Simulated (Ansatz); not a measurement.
Pb:

```xyz
1
Lattice="0.0000 2.4750 2.4750 2.4750 0.0000 2.4750 2.4750 2.4750 0.0000" Properties=species:S:1:pos:R:3 pbc="T T T"
Pb    0.0000    0.0000    0.0000
```

| Property | Result |
| --- | --- |
| Program | Ansatz 0.2.0 |
| Task | relaxation of cell and atoms |
| Functional | RPBE |
| Potentials or basis | all-electron LAPW, scalar-relativistic |
| Basis error allowed | 0.001 eV/atom |
| k mesh | 9 × 9 × 9 |
| Occupations | fermi-dirac, width 0.05 eV |
| Spin | no spin polarisation |

At the start: volume 30.32 Å³/atom.

How do energy, volume and symmetry change on relaxing?

Over 4 steps the energy falls by 31.2 meV/atom and the volume is 33.13 Å³/atom (+9.2 %); space group Fm-3m (No. 225, to 0.05 Å).

The path:
| step | energy change (eV) | largest force (eV/Å) | volume (Å³) |
| --- | --- | --- | --- |
| 1 | 0.0000 | 0.0000 | 30.32 |
| 2 | -0.0312 | 0.0000 | 33.08 |
| 3 | -0.0312 | 0.0000 | 33.13 |
| 4 | -0.0312 | 0.0000 | 33.13 |

Final structure:
```cif
data_structure
_symmetry_space_group_name_H-M 'P 1'
_symmetry_Int_Tables_number 1
_cell_length_a 3.6049
_cell_length_b 3.6049
_cell_length_c 3.6049
_cell_angle_alpha 60.000
_cell_angle_beta 60.000
_cell_angle_gamma 60.000
_cell_volume 33.13
loop_
_atom_site_label
_atom_site_type_symbol
_atom_site_fract_x
_atom_site_fract_y
_atom_site_fract_z
_atom_site_occupancy
Pb1 Pb 0.00000 0.00000 0.00000 1
```

The cell as given is a measured one (30.32 Å³/atom); RPBE puts the equilibrium volume +9.2 % from it, thermal expansion not counted.
